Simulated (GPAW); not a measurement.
Input of a GPAW 26.7.0 run:

run.py

```python
from ase import Atoms
from ase.dft.bandgap import bandgap
from ase.io import write
from ase.units import GPa
from gpaw import GPAW, PW

atoms = Atoms(['V'],
              cell=[[-1.51435, 1.51435, 1.51435],
                    [1.51435, -1.51435, 1.51435],
                    [1.51435, 1.51435, -1.51435]],
              scaled_positions=[[0.0, 0.0, 0.0]],
              pbc=True)
atoms.set_initial_magnetic_moments([3.0])

calc = GPAW(mode=PW(500),
            xc='PBE',
            kpts={'size': (10, 10, 10), 'gamma': True},
            occupations={'name': 'fermi-dirac', 'width': 0.05},
            nbands=15,
            maxiter=120,
            txt='gpaw.txt')
atoms.calc = calc
energy = atoms.get_potential_energy()
forces = atoms.get_forces()
stress = atoms.get_stress()
calc.write('gs.gpw')
write('result.traj', atoms)
print(f'Energy: {energy:.6f} eV')
print('Forces (eV/A):')
print(forces.round(4))
print('Stress (GPa):', (stress / GPa).round(3))
print('Moments:', calc.get_magnetic_moments().round(3))
print('Fermi level:', round(calc.get_fermi_level(), 4), 'eV')
print(f'Gap: {bandgap(calc)[0]:.4f} eV, direct: {bandgap(calc, direct=True)[0]:.4f} eV')
```

Potentials or basis: GPAW PAW data sets (gpaw-data 1.2.1), pw.

Launch:

```bash
$ OMP_NUM_THREADS=1 python run.py
```

Task: What does it give for the net moment?

Result: 0.00 μB per cell.

Task: What does it give for the pressure?

Result: -3.8 GPa.

Task: Predict the band gap on the k mesh.

Result: None (metal or under the smearing width).

Caveat: the cutoff is short for stress and forces, so pressures can be off by a GPa or more.
